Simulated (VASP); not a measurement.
Here is a VASP 6.6.1 calculation.

Contents of INCAR:

```
SYSTEM = Fe2O3
PREC     = Accurate       ! precision mode
ENCUT    = 520            ! plane-wave cutoff, eV
EDIFF    = 1E-7           ! SCF threshold, eV
ISMEAR   = 0              ! smearing method
SIGMA    = 0.014          ! smearing width, eV
LREAL    = .False.        ! projectors in reciprocal space
LASPH    = .True.         ! aspherical terms in the spheres
NELM     = 100            ! most SCF steps
ALGO     = Normal         ! electronic algorithm
ISIF     = 2              ! what is computed and relaxed
LWAVE    = .False.        ! write WAVECAR
LCHARG   = .True.         ! write CHGCAR
ISPIN    = 2              ! spin polarisation
MAGMOM   = 3 3 3 3 0 0 0 0 0 0 ! initial moments
LORBIT   = 11             ! projections on sites
LMAXMIX  = 4              ! l up to which the mixer works
GGA      = PE             ! functional
LELF     = .True.         ! ELF
LVHAR    = .True.       
NBANDS   = 49             ! bands
```

KPOINTS

```
Automatic mesh
0
Gamma
  7 7 7
  0 0 0
```

Contents of POSCAR:

```
Fe2O3
1.0
    2.5190000000      1.4543453281      4.5906666667
   -2.5190000000      1.4543453281      4.5906666667
    0.0000000000     -2.9086906562      4.5906666667
Fe O
4 6
Direct
    0.3553000000      0.3553000000      0.3553000000
    0.1447000000      0.1447000000      0.1447000000
    0.6447000000      0.6447000000      0.6447000000
    0.8553000000      0.8553000000      0.8553000000
    0.5559000000      0.2500000000      0.9441000000
    0.2500000000      0.9441000000      0.5559000000
    0.9441000000      0.5559000000      0.2500000000
    0.4441000000      0.7500000000      0.0559000000
    0.7500000000      0.0559000000      0.4441000000
    0.0559000000      0.4441000000      0.7500000000
```

Potentials or basis: VASP PAW PBE potentials, release 64 (Fe, O).

Launch:

```console
$ cat potpaw_PBE.64/Fe/POTCAR potpaw_PBE.64/O/POTCAR > POTCAR
$ mpirun -np 1 vasp_std > vasp.out
```

What does it give for the largest force?

0.905 eV/Å.

Estimate the band gap on the k mesh.

none (metal or under the smearing width).

Predict the net moment.

13.68 μB per cell.

Stress tensor (GPa, compression positive):
```
-4.56  0.00  0.00
 0.00 -4.56  0.00
 0.00  0.00 -4.69
```

Caveat: semilocal functionals often make such compounds metallic where correlation or magnetic order opens a gap, which also shifts bond lengths; only a ferromagnetic start was run, and an antiferromagnetic order may lie lower in energy. With open d or f shells a metallic result of PBE can be an artefact of self-interaction; +U or a hybrid may open a gap.
